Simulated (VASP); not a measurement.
# Sb (Fm-3m) in VASP: notebook, part 6 of 7

VASP 6.6.1. Earlier steps stand in the parts before.

## (94) Equation of state, r2SCAN, 25.87 Å³/atom

INCAR

```
SYSTEM = Sb
  PREC = Accurate
  ENCUT = 450
  EDIFF = 1E-6
  ISMEAR = 1
  SIGMA = 0.02
  LREAL = .FALSE.
  LASPH = .TRUE.
  NELM = 100
  ALGO = Normal
  ISIF = 2
  LWAVE = .FALSE.
  LCHARG = .FALSE.
  METAGGA = R2SCAN
  LMIXTAU = .TRUE.
  ADDGRID = .FALSE.
```

KPOINTS

```
regular mesh
0
G
  15 15 15
  0 0 0
```

POSCAR

```
Sb
1.0
    0.0000000000      2.3472889392      2.3472889392
    2.3472889392      0.0000000000      2.3472889392
    2.3472889392      2.3472889392      0.0000000000
Sb
1
Direct
    0.0000000000      0.0000000000      0.0000000000
```

Run with:

```sh
> cat potpaw_PBE.64/Sb/POTCAR > POTCAR
> mpirun -np 1 vasp_std > vasp.out
```

Run time: 19 s. Hardware: 1 thread of Intel Xeon 6975P-C (Granite Rapids), shared host; peak memory 0.15 GiB.

These settings aren't checked as converged: the numbers below hold their error.

Results:

| Quantity | Value |
| --- | --- |
| Free energy | -25.2202 eV |
| Pressure | 3.3 GPa |
| Band gap on the k mesh | none (metal or under the smearing width) |

Caveat: the PAW data sets were made with another functional, which shifts forces and pressure a little.

## (95) Equation of state, r2SCAN, 27.47 Å³/atom

INCAR is that of step 94.

KPOINTS is that of step 94.

POSCAR

```
Sb
1.0
    0.0000000000      2.3947216973      2.3947216973
    2.3947216973      0.0000000000      2.3947216973
    2.3947216973      2.3947216973      0.0000000000
Sb
1
Direct
    0.0000000000      0.0000000000      0.0000000000
```

Run with:

```sh
> cat potpaw_PBE.64/Sb/POTCAR > POTCAR
> mpirun -np 1 vasp_std > vasp.out
```

It took 20 s on 1 thread of Intel Xeon 6975P-C (Granite Rapids), shared host; peak memory 0.14 GiB.

These settings aren't checked as converged: the numbers below hold their error.

Results:

- Free energy: -25.2326 eV
- Pressure: -0.7 GPa
- Band gap on the k mesh: none (metal or under the smearing width)

Caveat: the PAW data sets were made with another functional, which shifts forces and pressure a little.

## (96) Equation of state, r2SCAN, 25.87 Å³/atom

INCAR: that of step 95 with these lines changed.

```diff
@@ -4,4 +4,4 @@
   EDIFF = 1E-6
-  ISMEAR = 1
-  SIGMA = 0.02
+  ISMEAR = -5
+  SIGMA = 0.1
   LREAL = .FALSE.
```

KPOINTS is that of step 95.

POSCAR

```
Sb
1.0
    0.0000000000      2.3472889392      2.3472889392
    2.3472889392      0.0000000000      2.3472889392
    2.3472889392      2.3472889392      0.0000000000
Sb
1
Direct
    0.0000000000      0.0000000000      0.0000000000
```

Potentials or basis: VASP PAW PBE potentials, release 64 (Sb).

Run with:

```sh
> cat potpaw_PBE.64/Sb/POTCAR > POTCAR
> mpirun -np 1 vasp_std > vasp.out
```

It took 22 s on 1 thread of Intel Xeon 6975P-C (Granite Rapids), shared host; peak memory 0.14 GiB.

These settings aren't checked as converged: the numbers below hold their error.

Results:

- Free energy: -25.2174 eV
- Pressure: 3.4 GPa
- Band gap on the k mesh: none (metal or under the smearing width)

Caveat: the PAW data sets were made with another functional, which shifts forces and pressure a little; tetrahedron occupations give inexact forces and stress in metals.

## (97) Equation of state, r2SCAN, 27.47 Å³/atom

INCAR is that of step 96.

KPOINTS is that of step 96.

POSCAR

```
Sb
1.0
    0.0000000000      2.3947216973      2.3947216973
    2.3947216973      0.0000000000      2.3947216973
    2.3947216973      2.3947216973      0.0000000000
Sb
1
Direct
    0.0000000000      0.0000000000      0.0000000000
```

Run with:

```sh
> cat potpaw_PBE.64/Sb/POTCAR > POTCAR
> mpirun -np 1 vasp_std > vasp.out
```

Wall time 20 s (1 thread of Intel Xeon 6975P-C (Granite Rapids), shared host); peak memory 0.15 GiB.

These settings aren't checked as converged: the numbers below hold their error.

What came out:

| Property | Result |
| --- | --- |
| Free energy | -25.2287 eV |
| Pressure | -0.6 GPa |
| Band gap on the k mesh | none (metal or under the smearing width) |

Caveat: the PAW data sets were made with another functional, which shifts forces and pressure a little; tetrahedron occupations give inexact forces and stress in metals.

## (98) Equation of state, r2SCAN, 25.87 Å³/atom

INCAR: that of step 97 with these lines changed.

```diff
@@ -4,3 +4,3 @@
   EDIFF = 1E-6
-  ISMEAR = -5
+  ISMEAR = 0
   SIGMA = 0.1
```

KPOINTS is that of step 97.

POSCAR

```
Sb
1.0
    0.0000000000      2.3472889392      2.3472889392
    2.3472889392      0.0000000000      2.3472889392
    2.3472889392      2.3472889392      0.0000000000
Sb
1
Direct
    0.0000000000      0.0000000000      0.0000000000
```

Run with:

```sh
> cat potpaw_PBE.64/Sb/POTCAR > POTCAR
> mpirun -np 1 vasp_std > vasp.out
```

Run time: 21 s. Hardware: 1 thread of Intel Xeon 6975P-C (Granite Rapids), shared host; peak memory 0.15 GiB.

The run converged, but some of its settings lie outside the range that counts as converged, so its numbers aren't taken as properties of the crystal.

What came out:

```yaml
Free_energy: -25.2221 eV
Pressure: 3.3 GPa
Band_gap_on_the_k_mesh: none (metal or under the smearing width)
```

Caveat: the PAW data sets were made with another functional, which shifts forces and pressure a little.

## (99) Equation of state, r2SCAN, 27.47 Å³/atom

INCAR is that of step 98.

KPOINTS is that of step 98.

POSCAR

```
Sb
1.0
    0.0000000000      2.3947216973      2.3947216973
    2.3947216973      0.0000000000      2.3947216973
    2.3947216973      2.3947216973      0.0000000000
Sb
1
Direct
    0.0000000000      0.0000000000      0.0000000000
```

Potentials or basis: VASP PAW PBE potentials, release 64 (Sb).

Run with:

```sh
> cat potpaw_PBE.64/Sb/POTCAR > POTCAR
> mpirun -np 1 vasp_std > vasp.out
```

It took 20 s on 1 thread of Intel Xeon 6975P-C (Granite Rapids), shared host; peak memory 0.15 GiB.

The run converged, but some of its settings lie outside the range that counts as converged, so its numbers aren't taken as properties of the crystal.

Results:

```yaml
Free_energy: -25.2342 eV
Pressure: -0.7 GPa
Band_gap_on_the_k_mesh: none (metal or under the smearing width)
```

Caveat: the PAW data sets were made with another functional, which shifts forces and pressure a little.

## (100) Equation of state, r2SCAN, 25.87 Å³/atom

INCAR: that of step 99 with these lines changed.

```diff
@@ -4,3 +4,3 @@
   EDIFF = 1E-6
-  ISMEAR = 0
+  ISMEAR = -1
   SIGMA = 0.1
```

KPOINTS is that of step 99.

POSCAR

```
Sb
1.0
    0.0000000000      2.3472889392      2.3472889392
    2.3472889392      0.0000000000      2.3472889392
    2.3472889392      2.3472889392      0.0000000000
Sb
1
Direct
    0.0000000000      0.0000000000      0.0000000000
```

Run with:

```sh
> cat potpaw_PBE.64/Sb/POTCAR > POTCAR
> mpirun -np 1 vasp_std > vasp.out
```

Run time: 20 s. Hardware: 1 thread of Intel Xeon 6975P-C (Granite Rapids), shared host; peak memory 0.15 GiB.

These settings aren't checked as converged: the numbers below hold their error.

What came out:

* Free energy: -25.2306 eV
* Pressure: 3.3 GPa
* Band gap on the k mesh: none (metal or under the smearing width)

Caveat: the PAW data sets were made with another functional, which shifts forces and pressure a little.

## (101) Equation of state, r2SCAN, 27.47 Å³/atom

INCAR is that of step 100.

KPOINTS is that of step 100.

POSCAR

```
Sb
1.0
    0.0000000000      2.3947216973      2.3947216973
    2.3947216973      0.0000000000      2.3947216973
    2.3947216973      2.3947216973      0.0000000000
Sb
1
Direct
    0.0000000000      0.0000000000      0.0000000000
```

Run with:

```sh
> cat potpaw_PBE.64/Sb/POTCAR > POTCAR
> mpirun -np 1 vasp_std > vasp.out
```

Wall time 20 s (1 thread of Intel Xeon 6975P-C (Granite Rapids), shared host); peak memory 0.15 GiB.

These settings aren't checked as converged: the numbers below hold their error.

Results:

```yaml
Free_energy: -25.2427 eV
Pressure: -0.7 GPa
Band_gap_on_the_k_mesh: none (metal or under the smearing width)
```

Caveat: the PAW data sets were made with another functional, which shifts forces and pressure a little.

## (102) Equation of state, r2SCAN, 25.87 Å³/atom

INCAR: that of step 101 with these lines changed.

```diff
@@ -2,5 +2,5 @@
   PREC = Accurate
-  ENCUT = 450
+  ENCUT = 550
   EDIFF = 1E-6
-  ISMEAR = -1
+  ISMEAR = 1
   SIGMA = 0.1
```

KPOINTS is that of step 101.

POSCAR

```
Sb
1.0
    0.0000000000      2.3472889392      2.3472889392
    2.3472889392      0.0000000000      2.3472889392
    2.3472889392      2.3472889392      0.0000000000
Sb
1
Direct
    0.0000000000      0.0000000000      0.0000000000
```

Potentials or basis: VASP PAW PBE potentials, release 64 (Sb).

Run with:

```sh
> cat potpaw_PBE.64/Sb/POTCAR > POTCAR
> mpirun -np 1 vasp_std > vasp.out
```

It took 46 s on 1 thread of Intel Xeon 6975P-C (Granite Rapids), shared host; peak memory 0.18 GiB.

These settings aren't checked as converged: the numbers below hold their error.

Results:

| Quantity | Value |
| --- | --- |
| Free energy | -25.2207 eV |
| Pressure | 3.3 GPa |
| Band gap on the k mesh | none (metal or under the smearing width) |

Caveat: the PAW data sets were made with another functional, which shifts forces and pressure a little.

## (103) Equation of state, r2SCAN, 27.47 Å³/atom

INCAR is that of step 102.

KPOINTS is that of step 102.

POSCAR

```
Sb
1.0
    0.0000000000      2.3947216973      2.3947216973
    2.3947216973      0.0000000000      2.3947216973
    2.3947216973      2.3947216973      0.0000000000
Sb
1
Direct
    0.0000000000      0.0000000000      0.0000000000
```

Run with:

```sh
> cat potpaw_PBE.64/Sb/POTCAR > POTCAR
> mpirun -np 1 vasp_std > vasp.out
```

Run time: 46 s. Hardware: 1 thread of Intel Xeon 6975P-C (Granite Rapids), shared host; peak memory 0.17 GiB.

These settings aren't checked as converged: the numbers below hold their error.

What came out:

* Free energy: -25.2328 eV
* Pressure: -0.7 GPa
* Band gap on the k mesh: none (metal or under the smearing width)

Caveat: the PAW data sets were made with another functional, which shifts forces and pressure a little.

## (104) Equation of state, r2SCAN, 25.87 Å³/atom

INCAR: that of step 103 with these lines changed.

```diff
@@ -1,3 +1,3 @@
 SYSTEM = Sb
-  PREC = Accurate
+  PREC = Low
   ENCUT = 550
```

KPOINTS is that of step 103.

POSCAR

```
Sb
1.0
    0.0000000000      2.3472889392      2.3472889392
    2.3472889392      0.0000000000      2.3472889392
    2.3472889392      2.3472889392      0.0000000000
Sb
1
Direct
    0.0000000000      0.0000000000      0.0000000000
```

Run with:

```sh
> cat potpaw_PBE.64/Sb/POTCAR > POTCAR
> mpirun -np 1 vasp_std > vasp.out
```

Wall time 20 s (1 thread of Intel Xeon 6975P-C (Granite Rapids), shared host); peak memory 0.12 GiB.

These settings aren't checked as converged: the numbers below hold their error.

What came out:

```yaml
Free_energy: -25.2208 eV
Pressure: 3.3 GPa
Band_gap_on_the_k_mesh: none (metal or under the smearing width)
```

Caveat: the PAW data sets were made with another functional, which shifts forces and pressure a little.

## (105) Equation of state, r2SCAN, 27.47 Å³/atom

INCAR is that of step 104.

KPOINTS is that of step 104.

POSCAR

```
Sb
1.0
    0.0000000000      2.3947216973      2.3947216973
    2.3947216973      0.0000000000      2.3947216973
    2.3947216973      2.3947216973      0.0000000000
Sb
1
Direct
    0.0000000000      0.0000000000      0.0000000000
```

Potentials or basis: VASP PAW PBE potentials, release 64 (Sb).

Run with:

```sh
> cat potpaw_PBE.64/Sb/POTCAR > POTCAR
> mpirun -np 1 vasp_std > vasp.out
```

Run time: 20 s. Hardware: 1 thread of Intel Xeon 6975P-C (Granite Rapids), shared host; peak memory 0.13 GiB.

The run converged, but some of its settings lie outside the range that counts as converged, so its numbers aren't taken as properties of the crystal.

What came out:

| Item | Value |
| --- | --- |
| Free energy | -25.2329 eV |
| Pressure | -0.7 GPa |
| Band gap on the k mesh | none (metal or under the smearing width) |

Caveat: the PAW data sets were made with another functional, which shifts forces and pressure a little.

## (106) Equation of state, r2SCAN, 25.87 Å³/atom

INCAR: that of step 105 with these lines changed.

```diff
@@ -1,3 +1,3 @@
 SYSTEM = Sb
-  PREC = Low
+  PREC = Normal
   ENCUT = 550
```

KPOINTS is that of step 105.

POSCAR

```
Sb
1.0
    0.0000000000      2.3472889392      2.3472889392
    2.3472889392      0.0000000000      2.3472889392
    2.3472889392      2.3472889392      0.0000000000
Sb
1
Direct
    0.0000000000      0.0000000000      0.0000000000
```

Run with:

```sh
> cat potpaw_PBE.64/Sb/POTCAR > POTCAR
> mpirun -np 1 vasp_std > vasp.out
```

It took 21 s on 1 thread of Intel Xeon 6975P-C (Granite Rapids), shared host; peak memory 0.14 GiB.

The run converged, but some of its settings lie outside the range that counts as converged, so its numbers aren't taken as properties of the crystal.

Results:

* Free energy: -25.2207 eV
* Pressure: 3.3 GPa
* Band gap on the k mesh: none (metal or under the smearing width)

Caveat: the PAW data sets were made with another functional, which shifts forces and pressure a little.

## (107) Equation of state, r2SCAN, 27.47 Å³/atom

INCAR is that of step 106.

KPOINTS is that of step 106.

POSCAR

```
Sb
1.0
    0.0000000000      2.3947216973      2.3947216973
    2.3947216973      0.0000000000      2.3947216973
    2.3947216973      2.3947216973      0.0000000000
Sb
1
Direct
    0.0000000000      0.0000000000      0.0000000000
```

Run with:

```sh
> cat potpaw_PBE.64/Sb/POTCAR > POTCAR
> mpirun -np 1 vasp_std > vasp.out
```

Wall time 21 s (1 thread of Intel Xeon 6975P-C (Granite Rapids), shared host); peak memory 0.14 GiB.

The run converged, but some of its settings lie outside the range that counts as converged, so its numbers aren't taken as properties of the crystal.

What came out:

```yaml
Free_energy: -25.2328 eV
Pressure: -0.7 GPa
Band_gap_on_the_k_mesh: none (metal or under the smearing width)
```

Caveat: the PAW data sets were made with another functional, which shifts forces and pressure a little.

## (108) Equation of state, r2SCAN, 25.87 Å³/atom

INCAR: that of step 107 with these lines changed.

```diff
@@ -1,3 +1,3 @@
 SYSTEM = Sb
-  PREC = Normal
+  PREC = Accurate
   ENCUT = 550
@@ -6,3 +6,3 @@
   SIGMA = 0.1
-  LREAL = .FALSE.
+  LREAL = Auto
   LASPH = .TRUE.
```

KPOINTS is that of step 107.

POSCAR

```
Sb
1.0
    0.0000000000      2.3472889392      2.3472889392
    2.3472889392      0.0000000000      2.3472889392
    2.3472889392      2.3472889392      0.0000000000
Sb
1
Direct
    0.0000000000      0.0000000000      0.0000000000
```

Potentials or basis: VASP PAW PBE potentials, release 64 (Sb).

Run with:

```sh
> cat potpaw_PBE.64/Sb/POTCAR > POTCAR
> mpirun -np 1 vasp_std > vasp.out
```

Run time: 55 s. Hardware: 1 thread of Intel Xeon 6975P-C (Granite Rapids), shared host; peak memory 0.17 GiB.

The run converged, but some of its settings lie outside the range that counts as converged, so its numbers aren't taken as properties of the crystal.

What came out:

```
Free energy            : -25.2217 eV
Pressure               : 3.4 GPa
Band gap on the k mesh : none (metal or under the smearing width)
```

Caveat: the PAW data sets were made with another functional, which shifts forces and pressure a little.

## (109) Equation of state, r2SCAN, 27.47 Å³/atom

INCAR is that of step 108.

KPOINTS is that of step 108.

POSCAR

```
Sb
1.0
    0.0000000000      2.3947216973      2.3947216973
    2.3947216973      0.0000000000      2.3947216973
    2.3947216973      2.3947216973      0.0000000000
Sb
1
Direct
    0.0000000000      0.0000000000      0.0000000000
```

Run with:

```sh
> cat potpaw_PBE.64/Sb/POTCAR > POTCAR
> mpirun -np 1 vasp_std > vasp.out
```

Wall time 55 s (1 thread of Intel Xeon 6975P-C (Granite Rapids), shared host); peak memory 0.16 GiB.

The run converged, but some of its settings lie outside the range that counts as converged, so its numbers aren't taken as properties of the crystal.

Results:

```yaml
Free_energy: -25.2335 eV
Pressure: -0.8 GPa
Band_gap_on_the_k_mesh: none (metal or under the smearing width)
```

Caveat: the PAW data sets were made with another functional, which shifts forces and pressure a little.

## (110) Equation of state, r2SCAN, 25.87 Å³/atom

INCAR: that of step 109 with these lines changed.

```diff
@@ -3,6 +3,6 @@
   ENCUT = 550
-  EDIFF = 1E-6
+  EDIFF = 1E-4
   ISMEAR = 1
   SIGMA = 0.1
-  LREAL = Auto
+  LREAL = .FALSE.
   LASPH = .TRUE.
```

KPOINTS is that of step 109.

POSCAR

```
Sb
1.0
    0.0000000000      2.3472889392      2.3472889392
    2.3472889392      0.0000000000      2.3472889392
    2.3472889392      2.3472889392      0.0000000000
Sb
1
Direct
    0.0000000000      0.0000000000      0.0000000000
```

Run with:

```sh
> cat potpaw_PBE.64/Sb/POTCAR > POTCAR
> mpirun -np 1 vasp_std > vasp.out
```

It took 38 s on 1 thread of Intel Xeon 6975P-C (Granite Rapids), shared host; peak memory 0.18 GiB.

The run converged, but some of its settings lie outside the range that counts as converged, so its numbers aren't taken as properties of the crystal.

What came out:

```
Free energy            : -25.2207 eV
Pressure               : 3.3 GPa
Band gap on the k mesh : none (metal or under the smearing width)
```

Caveat: the PAW data sets were made with another functional, which shifts forces and pressure a little.

## (111) Equation of state, r2SCAN, 27.47 Å³/atom

INCAR is that of step 110.

KPOINTS is that of step 110.

POSCAR

```
Sb
1.0
    0.0000000000      2.3947216973      2.3947216973
    2.3947216973      0.0000000000      2.3947216973
    2.3947216973      2.3947216973      0.0000000000
Sb
1
Direct
    0.0000000000      0.0000000000      0.0000000000
```

Potentials or basis: VASP PAW PBE potentials, release 64 (Sb).

Run with:

```sh
> cat potpaw_PBE.64/Sb/POTCAR > POTCAR
> mpirun -np 1 vasp_std > vasp.out
```

Wall time 32 s (1 thread of Intel Xeon 6975P-C (Granite Rapids), shared host); peak memory 0.18 GiB.

These settings aren't checked as converged: the numbers below hold their error.

Results:

```yaml
Free_energy: -25.2320 eV
Pressure: -0.7 GPa
Band_gap_on_the_k_mesh: none (metal or under the smearing width)
```

Caveat: the PAW data sets were made with another functional, which shifts forces and pressure a little.

## (112) Equation of state, r2SCAN, 25.87 Å³/atom

INCAR: that of step 111 with these lines changed.

```diff
@@ -2,4 +2,4 @@
   PREC = Accurate
-  ENCUT = 550
-  EDIFF = 1E-4
+  ENCUT = 450
+  EDIFF = 1E-6
   ISMEAR = 1
```

KPOINTS

```
regular mesh
0
G
  17 17 17
  0 0 0
```

POSCAR

```
Sb
1.0
    0.0000000000      2.3472889392      2.3472889392
    2.3472889392      0.0000000000      2.3472889392
    2.3472889392      2.3472889392      0.0000000000
Sb
1
Direct
    0.0000000000      0.0000000000      0.0000000000
```

Run with:

```sh
> cat potpaw_PBE.64/Sb/POTCAR > POTCAR
> mpirun -np 1 vasp_std > vasp.out
```

Run time: 26 s. Hardware: 1 thread of Intel Xeon 6975P-C (Granite Rapids), shared host; peak memory 0.16 GiB.

The run converged, but some of its settings lie outside the range that counts as converged, so its numbers aren't taken as properties of the crystal.

Results:

- Free energy: -25.2131 eV
- Pressure: 3.5 GPa
- Band gap on the k mesh: none (metal or under the smearing width)

Caveat: the PAW data sets were made with another functional, which shifts forces and pressure a little.

## (113) Equation of state, r2SCAN, 27.47 Å³/atom

INCAR is that of step 112.

KPOINTS is that of step 112.

POSCAR

```
Sb
1.0
    0.0000000000      2.3947216973      2.3947216973
    2.3947216973      0.0000000000      2.3947216973
    2.3947216973      2.3947216973      0.0000000000
Sb
1
Direct
    0.0000000000      0.0000000000      0.0000000000
```

Run with:

```sh
> cat potpaw_PBE.64/Sb/POTCAR > POTCAR
> mpirun -np 1 vasp_std > vasp.out
```

It took 26 s on 1 thread of Intel Xeon 6975P-C (Granite Rapids), shared host; peak memory 0.15 GiB.

These settings aren't checked as converged: the numbers below hold their error.

What came out:

- Free energy: -25.2263 eV
- Pressure: -0.7 GPa
- Band gap on the k mesh: none (metal or under the smearing width)

Caveat: the PAW data sets were made with another functional, which shifts forces and pressure a little.

## (114) Equation of state, r2SCAN, 25.87 Å³/atom

INCAR: that of step 113 with these lines changed.

```diff
@@ -2,3 +2,3 @@
   PREC = Accurate
-  ENCUT = 450
+  ENCUT = 700
   EDIFF = 1E-6
```

KPOINTS

```
regular mesh
0
G
  15 15 15
  0 0 0
```

POSCAR

```
Sb
1.0
    0.0000000000      2.3472889392      2.3472889392
    2.3472889392      0.0000000000      2.3472889392
    2.3472889392      2.3472889392      0.0000000000
Sb
1
Direct
    0.0000000000      0.0000000000      0.0000000000
```

Potentials or basis: VASP PAW PBE potentials, release 64 (Sb).

Run with:

```sh
> cat potpaw_PBE.64/Sb/POTCAR > POTCAR
> mpirun -np 1 vasp_std > vasp.out
```

It took 65 s on 1 thread of Intel Xeon 6975P-C (Granite Rapids), shared host; peak memory 0.19 GiB.

The run converged, but some of its settings lie outside the range that counts as converged, so its numbers aren't taken as properties of the crystal.

What came out:

| Property | Result |
| --- | --- |
| Free energy | -25.2208 eV |
| Pressure | 3.3 GPa |
| Band gap on the k mesh | none (metal or under the smearing width) |

Caveat: the PAW data sets were made with another functional, which shifts forces and pressure a little.

(Continued in part 7 of 7.)
